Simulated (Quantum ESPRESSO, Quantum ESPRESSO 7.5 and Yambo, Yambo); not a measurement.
# Quasiparticle gap of InP (F-43m) in Yambo

How does a plane-wave GW calculation on InP (F-43m) run from the first input to the gap?

Calculated with Quantum ESPRESSO 7.5 and Yambo 5.3.0; PBE and many-body steps on it, plane waves.

The database entry behind the starting cell differs from later determinations by our own check (0.1 to 0.3 % short, probably kX units), so it need not match the best structure at ambient conditions.

### 1. Starting point

It takes space group F-43m (No. 216, cubic). The conventional cell has a = 5.861 Å, b = 5.861 Å, c = 5.861 Å, α = 90.00°, β = 90.00°, γ = 90.00°. In has 4 P at 2.54 Å nearest. Nearest to P lie 4 In at 2.54 Å. Farther neighbours are not listed.

The cell and positions come from the Crystallography Open Database and are kept as given unless a step says otherwise.

### 2. Ground state

This step: Quantum ESPRESSO 7.5; DFT, PBE, plane waves, norm-conserving pseudopotentials.

The ground-state density comes first.

pw.in reads:

```
&control
  calculation = 'scf'
  prefix = 'x'
  outdir = 'o'
  pseudo_dir = 'pseudo'
/
&system
  ibrav = 0
  nat = 2
  ntyp = 2
  ecutwfc = 80.0
  nbnd = 18
  force_symmorphic = .true.
/
&electrons
  conv_thr = 1e-10
  electron_maxstep = 80
  mixing_beta = 0.5
/
ATOMIC_SPECIES
  In 114.82 In.upf
  P 30.974 P.upf
CELL_PARAMETERS angstrom
  -0.0000000000 2.9305000000 2.9305000000
  2.9305000000 -0.0000000000 2.9305000000
  2.9305000000 2.9305000000 -0.0000000000
ATOMIC_POSITIONS crystal
  In 0.0000000000 0.0000000000 0.0000000000
  P 0.2500000000 0.2500000000 0.2500000000
K_POINTS automatic
  6 6 6 0 0 0
```

Started as:

```bash
$ OMP_NUM_THREADS=1 mpirun -n 4 pw.x -nk 4 -in pw.in > pw.out
```

Log:

```text
Program PWSCF v.7.5 starts

     This program is part of the open-source Quantum ESPRESSO suite
     for quantum simulation of materials; please cite
         "P. Giannozzi et al., J. Phys.:Condens. Matter 21 395502 (2009);
         "P. Giannozzi et al., J. Phys.:Condens. Matter 29 465901 (2017);
         "P. Giannozzi et al., J. Chem. Phys. 152 154105 (2020);
     in publications or presentations arising from this work. More details at
     Message from routine setup:
     using ibrav=0 with symmetry is DISCOURAGED, use correct ibrav instead

     G-vector sticks info

     bravais-lattice index     =            0
     lattice parameter (alat)  =       7.8317  a.u.
     unit-cell volume          =     339.6658 (a.u.)^3
     number of atoms/cell      =            2
     number of atomic types    =            2
     number of electrons       =        26.00
     number of Kohn-Sham states=           18
     kinetic-energy cutoff     =      80.0000  Ry
     charge density cutoff     =     320.0000  Ry
     scf convergence threshold =      1.0E-10
     mixing beta               =       0.5000
     number of iterations used =            8  plain     mixing
     Exchange-correlation= PBE
                           (   1   4   3   4   0   0   0)

     celldm(1)=   7.831692  celldm(2)=   0.000000  celldm(3)=   0.000000
     celldm(4)=   0.000000  celldm(5)=   0.000000  celldm(6)=   0.000000

     crystal axes: (cart. coord. in units of alat)
               a(1) = (  -0.000000   0.707107   0.707107 )
               a(2) = (   0.707107  -0.000000   0.707107 )
               a(3) = (   0.707107   0.707107  -0.000000 )

     reciprocal axes: (cart. coord. in units 2 pi/alat)
               b(1) = ( -0.707107  0.707107  0.707107 )
               b(2) = (  0.707107 -0.707107  0.707107 )
               b(3) = (  0.707107  0.707107 -0.707107 )
     Pseudo is Norm-conserving + core correction, Zval = 21.0
     Generated using ONCVPSP code by D. R. Hamann
     Using radial grid of 1964 points,  6 beta functions with:
     Pseudo is Norm-conserving + core correction, Zval =  5.0
     Generated using ONCVPSP code by D. R. Hamann
     Using radial grid of 1298 points,  6 beta functions with:
     In               21.00   114.82000     In( 1.00)
     P                 5.00    30.97400     P ( 1.00)

     24 Sym. Ops. (no inversion) found

   Cartesian axes

     site n.     atom                  positions (alat units)
         1        In     tau(   1) = (   0.0000000   0.0000000   0.0000000  )
         2        P      tau(   2) = (   0.3535534   0.3535534   0.3535534  )

     number of k points=    16
                       cart. coord. in units 2pi/alat
        k(    1) = (   0.0000000   0.0000000   0.0000000), wk =   0.0092593
        k(    2) = (   0.1178511   0.1178511  -0.1178511), wk =   0.0740741
        k(    3) = (   0.2357023   0.2357023  -0.2357023), wk =   0.0740741
        k(    4) = (  -0.3535534  -0.3535534   0.3535534), wk =   0.0370370
        k(    5) = (   0.2357023   0.0000000  -0.0000000), wk =   0.0555556
        k(    6) = (   0.3535534   0.1178511  -0.1178511), wk =   0.2222222
        k(    7) = (  -0.2357023  -0.4714045   0.4714045), wk =   0.2222222
        k(    8) = (  -0.1178511  -0.3535534   0.3535534), wk =   0.2222222
        k(    9) = (   0.0000000  -0.2357023   0.2357023), wk =   0.1111111
        k(   10) = (   0.4714045   0.0000000  -0.0000000), wk =   0.0555556
     [... 4 further rows ...]
        k(   15) = (  -0.1178511  -0.3535534   0.5892557), wk =   0.2222222
        k(   16) = (  -0.7071068   0.2357023   0.0000000), wk =   0.1111111

     Dense  grid:    32743 G-vectors     FFT dimensions: (  45,  45,  45)

     Initial potential from superposition of free atoms

     starting charge      25.9960, renormalised to      26.0000
     Starting wfcs are   17 randomized atomic wfcs +    1 random wfcs

     per-process dynamical memory:    28.7 Mb

     Self-consistent Calculation

     iteration #  1     ecut=    80.00 Ry     beta= 0.50

     Threshold (ethr) on eigenvalues was too large:
     Diagonalizing with lowered threshold

     total energy              =    -412.74719096 Ry
     estimated scf accuracy    <       0.10756670 Ry

     iteration #  2     ecut=    80.00 Ry     beta= 0.50

     total energy              =    -412.77048180 Ry
     estimated scf accuracy    <       0.00817355 Ry

     iteration #  3     ecut=    80.00 Ry     beta= 0.50

     total energy              =    -412.77131041 Ry
     estimated scf accuracy    <       0.00140240 Ry

     iteration #  4     ecut=    80.00 Ry     beta= 0.50

     total energy              =    -412.77135922 Ry
     estimated scf accuracy    <       0.00003002 Ry

     iteration #  5     ecut=    80.00 Ry     beta= 0.50

     total energy              =    -412.77136701 Ry
     estimated scf accuracy    <       0.00000138 Ry

     iteration #  6     ecut=    80.00 Ry     beta= 0.50

     total energy              =    -412.77136749 Ry
     estimated scf accuracy    <       0.00000022 Ry

     iteration #  7     ecut=    80.00 Ry     beta= 0.50

     total energy              =    -412.77136754 Ry
     estimated scf accuracy    <          2.9E-09 Ry

     iteration #  8     ecut=    80.00 Ry     beta= 0.50

     total energy              =    -412.77136755 Ry
     estimated scf accuracy    <          5.7E-10 Ry

     iteration #  9     ecut=    80.00 Ry     beta= 0.50

     End of self-consistent calculation

          k = 0.0000 0.0000 0.0000 (  4111 PWs)   bands (ev):

  -106.7152 -65.1924 -65.1924 -65.1924  -5.8886  -5.8886  -5.8886  -5.7380
    -5.7380  -3.2029   8.3155   8.3155   8.3155   9.0235  12.4042  12.4042
    12.4042  16.9072

          k = 0.1179 0.1179-0.1179 (  4095 PWs)   bands (ev):

  -106.7152 -65.1925 -65.1924 -65.1924  -5.9203  -5.8762  -5.8762  -5.7375
    -5.7375  -2.8900   6.1316   8.0113   8.0113  10.1164  12.8142  12.8433
    12.8433  16.9197

          k = 0.2357 0.2357-0.2357 (  4128 PWs)   bands (ev):

  -106.7152 -65.1926 -65.1925 -65.1925  -5.9792  -5.8565  -5.8565  -5.7310
    -5.7310  -2.0823   3.7500   7.5397   7.5397   9.9694  13.1812  13.1812
    14.5976  17.2294

          k =-0.3536-0.3536 0.3536 (  4092 PWs)   bands (ev):

     [... further k-points ...]

     highest occupied, lowest unoccupied level (ev):     8.3155    9.0235

!    total energy              =    -412.77136755 Ry
     estimated scf accuracy    <          4.4E-12 Ry

     The total energy is the sum of the following terms:
     one-electron contribution =    -293.34663969 Ry
     hartree contribution      =     148.97325131 Ry
     xc contribution           =     -60.28874543 Ry
     ewald contribution        =    -208.10923374 Ry

     convergence has been achieved in   9 iterations

     XML data file, charge density, pseudopotentials, collected wavefunctions

=------------------------------------------------------------------------------=
   JOB DONE.
=------------------------------------------------------------------------------=
```

Elapsed: 6.1 s, on 4 MPI ranks of Arm Neoverse V1, shared host; peak memory 0.28 GiB.

Numbers from this step:

| Property | Result |
| --- | --- |
| total energy | -5616.0406 eV |
| gap | 0.7080 eV |
| k of the valence top | 0, 0, 0 |
| k of the conduction bottom | 0, 0, 0 |
| least direct gap | 0.7080 eV |

The gap is direct, at Γ.

### 3. Bands along the symmetry lines

Levels along a band path, at the cheap level, show where the edges lie and whether the meshes to come will hold them.

pw.in reads:

```
&control
  calculation = 'bands'
  prefix = 'x'
  outdir = 'o'
  pseudo_dir = 'pseudo'
/
&system
  ibrav = 0
  nat = 2
  ntyp = 2
  ecutwfc = 80.0
  nbnd = 19
  force_symmorphic = .true.
/
&electrons
  conv_thr = 1e-9
  electron_maxstep = 80
  diago_full_acc = .true.
  diago_thr_init = 5e-6
/
ATOMIC_SPECIES
  In 114.82 In.upf
  P 30.974 P.upf
CELL_PARAMETERS angstrom
  -0.0000000000 2.9305000000 2.9305000000
  2.9305000000 -0.0000000000 2.9305000000
  2.9305000000 2.9305000000 -0.0000000000
ATOMIC_POSITIONS crystal
  In 0.0000000000 0.0000000000 0.0000000000
  P 0.2500000000 0.2500000000 0.2500000000
K_POINTS crystal
  50
  0.00000000 0.00000000 0.00000000 1
  -0.06250000 -0.06250000 0.00000000 1
  -0.12500000 -0.12500000 0.00000000 1
  -0.18750000 -0.18750000 0.00000000 1
  -0.25000000 -0.25000000 0.00000000 1
  -0.31250000 -0.31250000 0.00000000 1
  -0.37500000 -0.37500000 0.00000000 1
  -0.43750000 -0.43750000 0.00000000 1
  -0.50000000 -0.50000000 0.00000000 1
  -0.48437500 -0.48437500 0.03125000 1
  -0.46875000 -0.46875000 0.06250000 1
  -0.45312500 -0.45312500 0.09375000 1
  -0.43750000 -0.43750000 0.12500000 1
  -0.42187500 -0.42187500 0.15625000 1
  -0.40625000 -0.40625000 0.18750000 1
  -0.39062500 -0.39062500 0.21875000 1
  -0.37500000 -0.37500000 0.25000000 1
  -0.37500000 0.00000000 0.37500000 1
  -0.32812500 0.00000000 0.32812500 1
  -0.28125000 0.00000000 0.28125000 1
  -0.23437500 0.00000000 0.23437500 1
  -0.18750000 0.00000000 0.18750000 1
  -0.14062500 0.00000000 0.14062500 1
  -0.09375000 0.00000000 0.09375000 1
  -0.04687500 0.00000000 0.04687500 1
  0.00000000 0.00000000 0.00000000 1
  0.00000000 0.00000000 0.06250000 1
  0.00000000 0.00000000 0.12500000 1
  0.00000000 0.00000000 0.18750000 1
  0.00000000 0.00000000 0.25000000 1
  0.00000000 0.00000000 0.31250000 1
  0.00000000 0.00000000 0.37500000 1
  0.00000000 0.00000000 0.43750000 1
  -0.00000000 -0.00000000 0.50000000 1
  -0.06250000 -0.03125000 0.46875000 1
  -0.12500000 -0.06250000 0.43750000 1
  -0.18750000 -0.09375000 0.40625000 1
  -0.25000000 -0.12500000 0.37500000 1
  -0.31250000 -0.15625000 0.34375000 1
  -0.37500000 -0.18750000 0.31250000 1
  -0.43750000 -0.21875000 0.28125000 1
  -0.50000000 -0.25000000 0.25000000 1
  -0.50000000 -0.28125000 0.21875000 1
  -0.50000000 -0.31250000 0.18750000 1
  -0.50000000 -0.34375000 0.15625000 1
  -0.50000000 -0.37500000 0.12500000 1
  -0.50000000 -0.40625000 0.09375000 1
  -0.50000000 -0.43750000 0.06250000 1
  -0.50000000 -0.46875000 0.03125000 1
  -0.50000000 -0.50000000 0.00000000 1
```

Log:

```text
[banner, memory and clock lines left out]
Program PWSCF v.7.5 starts

     Atomic positions and unit cell read from directory:
     o/x.save/

     Message from routine setup:
     using ibrav=0 with symmetry is DISCOURAGED, use correct ibrav instead

     G-vector sticks info

     bravais-lattice index     =            0
     lattice parameter (alat)  =       7.8317  a.u.
     unit-cell volume          =     339.6658 (a.u.)^3
     number of atoms/cell      =            2
     number of atomic types    =            2
     number of electrons       =        26.00
     number of Kohn-Sham states=           19
     kinetic-energy cutoff     =      80.0000  Ry
     charge density cutoff     =     320.0000  Ry
     Exchange-correlation= PBE
                           (   1   4   3   4   0   0   0)

     celldm(1)=   7.831692  celldm(2)=   0.000000  celldm(3)=   0.000000
     celldm(4)=   0.000000  celldm(5)=   0.000000  celldm(6)=   0.000000

     crystal axes: (cart. coord. in units of alat)
               a(1) = (  -0.000000   0.707107   0.707107 )
               a(2) = (   0.707107  -0.000000   0.707107 )
               a(3) = (   0.707107   0.707107  -0.000000 )

     reciprocal axes: (cart. coord. in units 2 pi/alat)
               b(1) = ( -0.707107  0.707107  0.707107 )
               b(2) = (  0.707107 -0.707107  0.707107 )
               b(3) = (  0.707107  0.707107 -0.707107 )
     Pseudo is Norm-conserving + core correction, Zval = 21.0
     Generated using ONCVPSP code by D. R. Hamann
     Using radial grid of 1964 points,  6 beta functions with:
     Pseudo is Norm-conserving + core correction, Zval =  5.0
     Generated using ONCVPSP code by D. R. Hamann
     Using radial grid of 1298 points,  6 beta functions with:
     In               21.00   114.82000     In( 1.00)
     P                 5.00    30.97400     P ( 1.00)

     24 Sym. Ops. (no inversion) found

   Cartesian axes

     site n.     atom                  positions (alat units)
         1        In     tau(   1) = (   0.0000000   0.0000000   0.0000000  )
         2        P      tau(   2) = (   0.3535534   0.3535534   0.3535534  )

     number of k points=    50
                       cart. coord. in units 2pi/alat
        k(    1) = (   0.0000000   0.0000000   0.0000000), wk =   0.0400000
        k(    2) = (   0.0000000   0.0000000  -0.0883883), wk =   0.0400000
        k(    3) = (   0.0000000   0.0000000  -0.1767767), wk =   0.0400000
[...]
[... 38 further rows ...]
        k(   49) = (   0.0441942  -0.0000000  -0.7071068), wk =   0.0400000
        k(   50) = (   0.0000000   0.0000000  -0.7071068), wk =   0.0400000

     Dense  grid:    32743 G-vectors     FFT dimensions: (  45,  45,  45)

     The potential is recalculated from file :
     o/x.save/charge-density

     Starting wfcs are   17 randomized atomic wfcs +    2 random wfcs

     Band Structure Calculation

     End of band structure calculation

          k = 0.0000 0.0000 0.0000 (  4111 PWs)   bands (ev):

  -106.7152 -65.1924 -65.1924 -65.1924  -5.8886  -5.8886  -5.8886  -5.7380
    -5.7380  -3.2029   8.3155   8.3155   8.3155   9.0235  12.4042  12.4042
    12.4042  16.9072  17.7286

          k = 0.0000 0.0000-0.0884 (  4103 PWs)   bands (ev):

  -106.7152 -65.1925 -65.1925 -65.1925  -5.8974  -5.8848  -5.8848  -5.7395
[...]
12.6067  17.0901  17.2618

          k = 0.0000 0.0000-0.1768 (  4100 PWs)   bands (ev):

[...]
13.1364  16.1163  17.8741

          k =-0.0000 0.0000-0.2652 (  4084 PWs)   bands (ev):

[...]
k = 0.0000 0.0000-0.3536 (  4088 PWs)   bands (ev):

[...]
k = 0.0000-0.0000-0.4419 (  4092 PWs)   bands (ev):

[...]
k =-0.0000 0.0000-0.5303 (  4100 PWs)   bands (ev):

[...]
k = 0.0000-0.0000-0.6187 (  4100 PWs)   bands (ev):

[...]
k = 0.5303-0.0000-0.5303 (  4103 PWs)   bands (ev):

[...]
k = 0.0000 0.0000 0.0000 (  4111 PWs)   bands (ev):

[...]
k = 0.1326 0.0000-0.7071 (  4114 PWs)   bands (ev):

[...]
k = 0.0884-0.0000-0.7071 (  4118 PWs)   bands (ev):

[...]
k = 0.0442-0.0000-0.7071 (  4116 PWs)   bands (ev):

[...]
17.6970  18.0122  19.1705

          k = 0.0000 0.0000-0.7071 (  4088 PWs)   bands (ev):

  -106.7152 -65.1927 -65.1925 -65.1925  -6.0730  -5.7891  -5.7842  -5.7842
    -5.7030  -0.8270   2.5637   5.9959   5.9959  10.0755  10.5818  17.5427
    17.9010  17.9010  19.0944

     XML data file, pseudopotentials, collected wavefunctions
```

Elapsed: 5.4 s, on 4 MPI ranks; peak memory 0.23 GiB; 21 s of CPU time.

This step gave:

| Item | Value |
| --- | --- |
| gap | 0.7080 eV |
| k of the valence top | 0, 0, 0 |
| k of the conduction bottom | 0, 0, 0 |
| least direct gap | 0.7080 eV |

The gap is 0.708 eV, as in the run before at this level.

The electronic bands at the labelled points (eV, zero at the top of the highest filled band):

| point | band 10 | band 11 | band 12 | band 13 | band 14 | band 15 | band 16 | band 17 |
| --- | --- | --- | --- | --- | --- | --- | --- | --- |
| Γ | -11.52 | 0.00 | 0.00 | 0.00 | 0.71 | 4.09 | 4.09 | 4.09 |
| halfway | -10.62 | -3.34 | -1.41 | -1.41 | 2.49 | 3.13 | 6.38 | 6.38 |
| X | -9.14 | -5.75 | -2.32 | -2.32 | 1.76 | 2.27 | 9.23 | 9.59 |
| halfway | -9.13 | -5.71 | -2.75 | -2.22 | 2.04 | 2.87 | 8.40 | 8.71 |
| U | -9.15 | -5.61 | -3.30 | -1.94 | 2.36 | 4.39 | 7.52 | 7.54 |
| jump to K | -9.15 | -5.61 | -3.30 | -1.94 | 2.36 | 4.39 | 7.52 | 7.54 |
| halfway | -10.53 | -3.80 | -2.01 | -0.57 | 2.84 | 4.69 | 4.99 | 5.22 |
| Γ | -11.52 | 0.00 | 0.00 | 0.00 | 0.71 | 4.09 | 4.09 | 4.09 |
| halfway | -10.84 | -3.44 | -0.56 | -0.56 | 1.79 | 4.79 | 4.79 | 5.33 |
| L | -9.80 | -5.73 | -0.97 | -0.97 | 1.50 | 4.81 | 4.81 | 7.12 |
| halfway | -9.48 | -5.54 | -2.69 | -1.63 | 3.17 | 4.18 | 5.88 | 7.23 |
| W | -9.06 | -5.60 | -2.95 | -2.91 | 4.29 | 4.38 | 5.57 | 6.21 |
| halfway | -9.10 | -5.68 | -2.65 | -2.64 | 2.69 | 3.10 | 7.66 | 7.75 |
| X | -9.14 | -5.75 | -2.32 | -2.32 | 1.76 | 2.27 | 9.23 | 9.59 |

The electronic bands as a text plot (rows in eV, shown from -8.0 to 6.7 only):

```
    6.4 |     ++            ++                 +         ++++
    5.8 |    +              ++               ++      ++++ ++
    5.2 |                  ++++++++         +     +++    +
    4.6 | +++             +     ++++++   +++++++++++++  +++
    4.0 |++              +       ++++++++++           ++++ ++
    3.3 |  ++ ++        +                             ++    ++
    2.7 |    ++++++    +   ++++++++                  +       +++
    2.1 |  ++   +++++++++++        ++      +        +         +++
    1.5 | +        +++               +   ++ ++++++++
    0.9 |+                            +++
    0.3 |*                           ***
   -0.3 | ***                   ******  *****
   -1.0 | *  *                **   ***       ********
   -1.6 |  ** ****         ***   ****    **         ***
   -2.2 |    *    *********     *                    * **      **
   -2.8 |              **     ** **        *          ** ******
   -3.4 |     **         *****              *           **
   -4.0 |       **              *            **
   -4.6 |                     **
   -5.2 |         ***      ***                 **     ***
   -5.9 |            ******                      *****   ********
   -6.5 |
   -7.1 |
   -7.7 |
         Γ           X  U|K            Γ         L        W     X
```

[end of part 1 of 3]

[Paths, hosts, dates, memory and timing lines, banners, echoed tables and standing remarks are left out of the program output.]

[Logs are printed without paths, hosts, clocks, repeated set-up lines and the standing remarks that a program may print on its own settings, such as how far it seeks lower states.]

[Runs of the session that timed out or met a known fault of the program may be left out.]

[Hosts, paths, dates, database ids (printed as entryN), source tags and the programs' standing remarks are cut or masked in the printed files.]
